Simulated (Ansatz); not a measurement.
# SnO2 (R-3m) in Ansatz: notebook

One crystal, SnO2, is run at these levels: PBEsol; tasks: single point, equation of state.

Program: Ansatz 0.2.0. These are calculated values, not measurements. Logs are shortened: lines on timing, memory, paths and dates and some standing lists are left out, and cuts for length are marked.

### Step 1. The crystal as given

The structure is trigonal, space group R-3m (No. 166). Conventional cell: a = 3.234 Å, b = 3.234 Å, c = 14.402 Å, α = 90.00°, β = 90.00°, γ = 120.00°. Around Sn (site symmetry -3m) lie 6 O at 2.13 Å. Around O (site symmetry 3m) lie 3 Sn at 2.13 Å.

Measurements of this composition are mostly on another form, of space group No. 136.

### Step 2. Single point, PBEsol, 13.63 Å³/atom (volume scaled by 0.94)

File input.yaml:

```yaml
crystal:
  lattice:
    - [1.584081913, 0.9145701189, 4.7025938089]
    - [-1.584081913, 0.9145701189, 4.7025938089]
    - [0.0, -1.8291402378, 4.7025938089]
  atoms:
    - { symbol: Sn, position: [0.5, 0.5, 0.5] }
    - { symbol: O, position: [0.76283, 0.76283, 0.76283] }
    - { symbol: O, position: [0.23717, 0.23717, 0.23717] }
kpoints:
  mp_grid: { grid: [10, 10, 10] }
scf:
  occupations: { method: fermi_dirac, width: 0.05 }
hamiltonian:
  xc: pbesol
  pseudopotentials: { kind: all_electron, lapw: { basis_error: 0.002 } }
output:
  forces: true
  stress: true
  eigenvalues: true
```

Potentials or basis: all-electron LAPW, scalar-relativistic.

The run is started by

```
$ ansatz run input.yaml --threads 2 --pin off --max-ram 6144MiB --backend cpu --events-out ev --progress --plain --runs-dir out
```

What it wrote:

```text
Warning: RAYON_NUM_THREADS=2 ignored (pool sized by the plan → 2); use --threads N
LAPW: plane waves up to 9.843 Å⁻¹, error target 2.0e-3 eV per atom; small_component_spin mean_spin; O in spheres of 0.916 Å, 8 of its electrons in bands, Dirac shells []; Sn in spheres of 1.166 Å, 32 of its electrons in bands, Dirac shells [] (how accurate: hamiltonian.pseudopotentials.lapw.basis_error, Limitations)
Engine: ansatz 0.2.0, x86_64-unknown-linux-gnu
Pseudopotentials: kind: all_electron
Pseudopotential: Sn, LAPW, valence charge 32, lapw/all_electron/scalar/gaussian/Sn, Koelling and Harmon's equation, gaussian nucleus
Pseudopotential: O, LAPW, valence charge 8, lapw/all_electron/scalar/gaussian/O, Koelling and Harmon's equation, gaussian nucleus
Functional definition: PBEsol
  exchange = pbesol_x
  correlation = pbesol_c
Crystal: 3 atoms, lattice volume = 40.877 Å³
Basis set: ecut = 369.14750577841517 eV, 651 PW (Γ), FFT grids on a1−a3, a2−a3, a3, exchange–correlation at level 2
Bands: 29, of which v1, the nominal top of the filled ones, is band 24 counted from 1 (23 counted from 0)
Symmetry: 12 space group operations
Space group: R-3m (ITA 166), of the structure as read, at distance tolerance 3.4e-5 Å
k-points: 116 of 1000
Non-local potential: Sn, projectors of the file, none
Non-local potential: O, projectors of the file, none
Initial density: superposition of atomic densities (chi_scale 0.1, normalization cell, long waves kept (reshape's long-wave potential 0.14 eV rms))
Initial wavefunctions: plane waves of lowest kinetic energy (no species holds an atomic orbital)
Functional: x = pbesol(κ = 0.804, μ = 0.12345679012345678), c = pbesol(β = 0.046)
iter 1 solved again at ethr=1.22e-2 eV; its pass at ethr=1.00e-1 eV (dr2=5.84e0 eV) is discarded
SCF iter   1: F=—  HF=-172100.966324 eV  |F-HF|=—  |Δ(HF+E_count)|=         —  Δρ=1.10e-1  dr2=5.84e0  ethr=1.22e-2  ⟨swp⟩=2.0  Hψ=20865  notcnv=0
preconditioner: auto → none  [insulator: Δε(μ)=4.071 eV  Ē_g=20.784 eV  σ=0.050 eV  W_gap=1.00  n_scr=16 (ndim 8)  ℏωp=29.6 eV  f_vac=0.210  D(μ)=0.00/eV (n_scr^D=0)  ε∞_Penn≈3.0]
iter 2 solved again at ethr=1.20e-3 eV; its pass at ethr=1.22e-2 eV (dr2=5.75e-1 eV) is discarded
SCF iter   2: F=—  HF=-172098.921874 eV  |F-HF|=—  |Δ(HF+E_count)|=    2.04e0  Δρ=3.87e-2  dr2=5.75e-1  ethr=1.20e-3  ⟨swp⟩=2.0  Hψ=17395  notcnv=0  defer=1
SCF iter   3: F=—  HF=-172098.183628 eV  |F-HF|=—  |Δ(HF+E_count)|=   7.38e-1  Δρ=1.46e-2  dr2=9.27e-2  ethr=1.20e-3  ⟨swp⟩=3.0  Hψ=11172  notcnv=0
SCF iter   4: F=—  HF=-172098.167981 eV  |F-HF|=—  |Δ(HF+E_count)|=         —  Δρ=1.36e-3  dr2=1.48e-3  ethr=1.93e-4  ⟨swp⟩=2.0  Hψ=10208  notcnv=0
the basis was enlarged: its passes take 254.6 KiB over the memory plan, 2 of 2 planned eigensolver slots
SCF iter   5: F=—  HF=-172098.166627 eV  |F-HF|=—  |Δ(HF+E_count)|=   1.35e-3  Δρ=5.02e-4  dr2=1.15e-4  ethr=3.07e-6  ⟨swp⟩=3.0  Hψ=10302  notcnv=0
SCF iter   6: F=—  HF=-172098.166591 eV  |F-HF|=—  |Δ(HF+E_count)|=   3.56e-5  Δρ=2.22e-4  dr2=2.83e-5  ethr=2.39e-7  ⟨swp⟩=3.0  Hψ=10285  notcnv=0
SCF iter   7: F=—  HF=-172098.166585 eV  |F-HF|=—  |Δ(HF+E_count)|=   6.14e-6  Δρ=5.61e-5  dr2=1.58e-6  ethr=5.89e-8  ⟨swp⟩=2.1  Hψ=9640  notcnv=0
SCF iter   8: F=-172098.166585 eV  HF=-172098.166585 eV  |F-HF|=1.40e-8  |Δ(HF+E_count)|=   1.85e-7  Δρ=7.51e-6  dr2=2.42e-8  ethr=3.29e-9  ⟨swp⟩=2.0  Hψ=9628  notcnv=0
SCF 1 converged in 8 iterations: F = -172098.166585 eV  dr2 = 2.42e-8
the search or the solves at the SCF's close seem to have found levels that the self-consistency loop had missed (the run counts 1). By its estimate they hold under 1e-12 electrons; where the run keeps them, the occupations were computed again with them
SCF converged after 8 iterations
Free energy (F): -172098.166585 eV
Harris-Foulkes:  -172098.166585 eV  (|F-HF|=1.40e-8)
Internal energy: -172098.166585 eV  (E = F + TS)
E sigma→0 (E₀):  -172098.166585 eV
Fermi energy:    10.024036 eV
--- Per-component energies (eV) ---
  E_band       = -7294.714497
  E_kinetic    = 180767.172071
  E_xc         = -4876.720948
  E_electrostatic = -347988.617708  (all electrons and nuclei)
  E_smearing   = -0.000000  (= −TS)
  E_closure    = 0.000000  (closes the sum)
  E_atoms      = -172078.836986  (free atoms, spherical and without spin; not in F)
  Σ components = -172098.166585   (vs F -172098.166585, Δ=0.00e0)
  Basis errors (estimates in eV, not in F): energy 9.1e-4 per atom: plane waves 8.2e-4 (5.0e-4 summed), levels above the bands 7.6e-103, relativity 4.6e-8, radial functions 8.5e-5, core shells 2.0e-7; eigenvalues (radial functions only) 5.9e-5; not estimated: angular momenta, meshes, grids; target (lapw.basis_error) 2.0e-3; muffin-tin radii O 0.916 Å, Sn 1.166 Å
--- Forces (eV/Å), atoms counted from 1 ---
  atom   1  Sn     0.00000000     0.00000000     0.00000000
  atom   2  O      0.00000000     0.00000000    -0.29279402
  atom   3  O      0.00000000    -0.00000000     0.29279402
  max |Σ_I F_I| component: 0.00e0 eV/Å
--- Stress (GPa, compression-positive) ---
        5.585477       0.000000       0.000000
        0.000000       5.585477      -0.000000
        0.000000      -0.000000       1.791288
  P = ⅓ Tr σ = 4.3207 GPa (43.207 kbar)
--- Band table (eV; the first three rows and the last of 116) ---
  k-point 0: bands = ["-493.3351", "-493.3351", "-457.5624", "-457.5437", "-457.5437", "-457.5026", "-457.5026", "-118.4077", "-74.3188", "-74.2503", "-74.2503", "-11.2183", "-10.9241", "-10.9241", "-10.6539", "-10.6539", "-9.3730", "-7.4376", "4.8106", "7.4236", "7.4236", "7.8911", "7.8911", "8.5896", "11.0460", "14.6561", "20.2325", "20.2325", "20.8005"]
  k-point 1: bands = ["-493.3351", "-493.3351", "-457.5624", "-457.5437", "-457.5437", "-457.5026", "-457.5026", "-118.4077", "-74.3187", "-74.2510", "-74.2505", "-11.1662", "-11.0153", "-10.8975", "-10.6838", "-10.6557", "-9.3087", "-7.2554", "4.7058", "6.8219", "7.1597", "7.5988", "7.9983", "8.6663", "11.6847", "15.0756", "19.2342", "20.4736", "21.2817"]
  k-point 2: bands = ["-493.3351", "-493.3351", "-457.5624", "-457.5437", "-457.5437", "-457.5026", "-457.5026", "-118.4076", "-74.3185", "-74.2528", "-74.2510", "-11.3178", "-10.9711", "-10.8353", "-10.7260", "-10.6521", "-9.0961", "-6.8355", "4.2117", "5.9597", "6.6553", "7.0411", "8.1088", "8.6657", "12.9343", "15.9903", "18.1761", "21.0545", "21.4178"]
  k-point 115: bands = ["-493.3351", "-493.3351", "-457.5624", "-457.5437", "-457.5437", "-457.5026", "-457.5026", "-118.4077", "-74.3188", "-74.2503", "-74.2503", "-11.2157", "-10.9238", "-10.9238", "-10.6537", "-10.6537", "-9.2580", "-7.6058", "5.3116", "7.3168", "7.3544", "7.3544", "7.9456", "7.9456", "12.3927", "14.6523", "20.4382", "20.4382", "20.9071"]
```

Run time: 30 s. Hardware: 2 threads of Intel Xeon at 2.70GHz, shared host; peak memory 0.66 GiB.

What came out:

```yaml
Free_energy: -172098.1666 eV
Pressure: 4.3 GPa
Largest_force: 0.293 eV/Å
Band_gap_on_the_k_mesh: 2.28 eV, indirect (least direct gap 2.46 eV)
```

Caveat: spin-orbit coupling is left out, which moves the levels of the heavy elements.

### Step 3. Single point, PBEsol, 13.92 Å³/atom (volume scaled by 0.96)

Changes to input.yaml since step 2:

```diff
@@ -2,5 +2,5 @@
   lattice:
-    - [1.584081913, 0.9145701189, 4.7025938089]
-    - [-1.584081913, 0.9145701189, 4.7025938089]
-    - [0.0, -1.8291402378, 4.7025938089]
+    - [1.5952377869, 0.9210109657, 4.7357117578]
+    - [-1.5952377869, 0.9210109657, 4.7357117578]
+    - [0.0, -1.8420219315, 4.7357117578]
   atoms:
```

Potentials or basis: all-electron LAPW, scalar-relativistic.

The run is started by

```
$ ansatz run input.yaml --threads 2 --pin off --max-ram 6144MiB --backend cpu --events-out ev --progress --plain --runs-dir out
```

Wall time 24 s (2 threads of Intel Xeon at 2.70GHz, shared host); peak memory 0.66 GiB.

The run converged. Its results:

```
Free energy            : -172098.1802 eV
Pressure               : 0.8 GPa
Largest force          : 0.041 eV/Å
Band gap on the k mesh : 2.13 eV, indirect (least direct gap 2.29 eV)
```

Caveat: spin-orbit coupling is left out, which moves the levels of the heavy elements.

### Step 4. Single point, PBEsol, 14.21 Å³/atom (volume scaled by 0.98)

Changes to input.yaml since step 3:

```diff
@@ -2,5 +2,5 @@
   lattice:
-    - [1.5952377869, 0.9210109657, 4.7357117578]
-    - [-1.5952377869, 0.9210109657, 4.7357117578]
-    - [0.0, -1.8420219315, 4.7357117578]
+    - [1.6062397745, 0.9273629662, 4.768372871]
+    - [-1.6062397745, 0.9273629662, 4.768372871]
+    - [0.0, -1.8547259325, 4.768372871]
   atoms:
```

The run is started by

```
$ ansatz run input.yaml --threads 2 --pin off --max-ram 6144MiB --backend cpu --events-out ev --progress --plain --runs-dir out
```

Wall time 25 s (2 threads of Intel Xeon at 2.70GHz, shared host); peak memory 0.66 GiB.

Results (log left out):

* Free energy: -172098.1758 eV
* Pressure: -2.4 GPa
* Largest force: 0.188 eV/Å
* Band gap on the k mesh: 2.00 eV, indirect (least direct gap 2.13 eV)

Caveat: spin-orbit coupling is left out, which moves the levels of the heavy elements.

### Step 5. Single point, PBEsol, 14.50 Å³/atom

Changes to input.yaml since step 4:

```diff
@@ -2,5 +2,5 @@
   lattice:
-    - [1.6062397745, 0.9273629662, 4.768372871]
-    - [-1.6062397745, 0.9273629662, 4.768372871]
-    - [0.0, -1.8547259325, 4.768372871]
+    - [1.6170930752, 0.9336291223, 4.800592584]
+    - [-1.6170930752, 0.9336291223, 4.800592584]
+    - [0.0, -1.8672582446, 4.800592584]
   atoms:
```

The run is started by

```
$ ansatz run input.yaml --threads 2 --pin off --max-ram 6144MiB --backend cpu --events-out ev --progress --plain --runs-dir out
```

Run time: 26 s. Hardware: 2 threads of Intel Xeon at 2.70GHz, shared host; peak memory 0.66 GiB.

It converged, with:

* Free energy: -172098.1552 eV
* Pressure: -5.1 GPa
* Largest force: 0.398 eV/Å
* Band gap on the k mesh: 1.87 eV, indirect (least direct gap 1.99 eV)

Caveat: spin-orbit coupling is left out, which moves the levels of the heavy elements.

### Step 6. Single point, PBEsol, 14.79 Å³/atom (volume scaled by 1.02)

Changes to input.yaml since step 5:

```diff
@@ -2,5 +2,5 @@
   lattice:
-    - [1.6170930752, 0.9336291223, 4.800592584]
-    - [-1.6170930752, 0.9336291223, 4.800592584]
-    - [0.0, -1.8672582446, 4.800592584]
+    - [1.627802613, 0.9398122768, 4.8323855144]
+    - [-1.627802613, 0.9398122768, 4.8323855144]
+    - [0.0, -1.8796245536, 4.8323855144]
   atoms:
```

Potentials or basis: all-electron LAPW, scalar-relativistic.

The run is started by

```
$ ansatz run input.yaml --threads 2 --pin off --max-ram 6144MiB --backend cpu --events-out ev --progress --plain --runs-dir out
```

Wall time 27 s (2 threads of Intel Xeon at 2.70GHz, shared host); peak memory 0.66 GiB.

The run converged. Its results:

```yaml
Free_energy: -172098.1204 eV
Pressure: -7.6 GPa
Largest_force: 0.590 eV/Å
Band_gap_on_the_k_mesh: 1.75 eV, indirect (least direct gap 1.85 eV)
```

Caveat: spin-orbit coupling is left out, which moves the levels of the heavy elements.

### Step 7. Single point, PBEsol, 15.08 Å³/atom (volume scaled by 1.04)

Changes to input.yaml since step 6:

```diff
@@ -2,5 +2,5 @@
   lattice:
-    - [1.627802613, 0.9398122768, 4.8323855144]
-    - [-1.627802613, 0.9398122768, 4.8323855144]
-    - [0.0, -1.8796245536, 4.8323855144]
+    - [1.638373056, 0.9459151249, 4.8637655204]
+    - [-1.638373056, 0.9459151249, 4.8637655204]
+    - [0.0, -1.8918302499, 4.8637655204]
   atoms:
```

The run is started by

```
$ ansatz run input.yaml --threads 2 --pin off --max-ram 6144MiB --backend cpu --events-out ev --progress --plain --runs-dir out
```

Wall time 26 s (2 threads of Intel Xeon at 2.70GHz, shared host); peak memory 0.66 GiB.

Results (log left out):

| Quantity | Value |
| --- | --- |
| Free energy | -172098.0729 eV |
| Pressure | -9.8 GPa |
| Largest force | 0.765 eV/Å |
| Band gap on the k mesh | 1.64 eV, indirect (least direct gap 1.73 eV) |

Caveat: spin-orbit coupling is left out, which moves the levels of the heavy elements.

### Step 8. Single point, PBEsol, 15.37 Å³/atom (volume scaled by 1.06)

Changes to input.yaml since step 7:

```diff
@@ -2,5 +2,5 @@
   lattice:
-    - [1.638373056, 0.9459151249, 4.8637655204]
-    - [-1.638373056, 0.9459151249, 4.8637655204]
-    - [0.0, -1.8918302499, 4.8637655204]
+    - [1.6488088345, 0.9519402245, 4.8947457539]
+    - [-1.6488088345, 0.9519402245, 4.8947457539]
+    - [0.0, -1.903880449, 4.8947457539]
   atoms:
```

The run is started by

```
$ ansatz run input.yaml --threads 2 --pin off --max-ram 6144MiB --backend cpu --events-out ev --progress --plain --runs-dir out
```

It took 18 s on 2 threads of Intel Xeon at 2.70GHz, shared host; peak memory 0.63 GiB.

Results (log left out):

```yaml
Free_energy: -172098.0142 eV
Pressure: -11.8 GPa
Largest_force: 0.924 eV/Å
Band_gap_on_the_k_mesh: 1.53 eV, indirect (least direct gap 1.61 eV)
```

Caveat: spin-orbit coupling is left out, which moves the levels of the heavy elements.

### Step 9. Equation of state, PBEsol

Potentials or basis: all-electron LAPW, scalar-relativistic.

This step only gathers the single runs of the series.

Results:

```
Equilibrium volume                        : 13.98 Å³/atom
Bulk modulus at fixed shape and positions : 156 GPa
Pressure derivative of the bulk modulus   : 4.8
```

Energy against volume, from the lowest point:
```tsv
volume (Å³/atom)	energy (meV/atom)
13.626	4.55
13.916	0.00
14.206	1.49
14.496	8.34
14.785	19.95
15.075	35.77
15.365	55.33
```

Caveat: the cell was scaled at fixed shape and fractional positions, which overstates the stiffness of a crystal with free parameters, most of all of layers and chains.

### Step 10. The reference run

An earlier run on the cell as given: functional PBE; potentials or basis all-electron LAPW, scalar-relativistic; cutoff 382 eV (chosen from the basis error); basis error allowed 0.001 eV/atom; k mesh 10 × 10 × 10; occupations fermi-dirac, width 0.05 eV; no spin polarisation.

* Pressure: -0.6 GPa
* Largest force: 0.136 eV/Å
* Band gap on the k mesh: 1.94 eV, indirect (least direct gap 2.05 eV)
* Loewdin charges: Sn +1.62; O -0.74 e
